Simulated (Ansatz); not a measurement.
Zinc-blende ZnTe was calculated with r²SCAN in Ansatz (plane waves, PAW).

A relaxed, unreconstructed slab of the (110) face has 16 atoms, two equal faces of 26.430 Å² each and an energy of -82571.9797 eV. A bulk cell of 4 atoms with the same orientation and in-plane k mesh has -20643.2557 eV. Energies are extrapolated to zero smearing.

Numerical settings: plane-wave cutoff 500 eV, 6×6×1 k mesh (along the axes of the cell as run), gaussian smearing 0.02 eV, scalar-relativistic PAW data made under PBE.

Worked out: γ = (E_slab − N E_bulk per atom)/2A = [-82571.9797 − 16 × (-20643.2557/4)]/(2 × 26.430) = 0.0197 eV/Å². With 16.022 J/m² per eV/Å² this is 0.32 J/m², or 0.52 eV per surface cell and face.

Ansatz is an electronic-structure program.
